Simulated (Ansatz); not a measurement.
Structure types of Te were relaxed at one common pressure (all-electron LAPW in Ansatz 0.2.0 under PBE, scalar-relativistic, no spin polarisation, zero temperature). They take these volumes:

```json
{"type": "bcc", "space group": "Im-3m", "V (Å³/atom)": "19.57"}
{"type": "hcp", "space group": "P6_3/mmc", "V (Å³/atom)": "19.52"}
{"type": "beta tin", "space group": "I4_1/amd", "V (Å³/atom)": "21.01"}
{"type": "sc", "space group": "Pm-3m", "V (Å³/atom)": "21.91"}
{"type": "fcc", "space group": "Fm-3m", "V (Å³/atom)": "19.35"}
```

At about which pressure, and is the densest type also the lowest in enthalpy?

50 GPa. The densest is fcc, and it is 35 meV/atom above bcc: its gain in pV doesn't pay for its higher energy here.
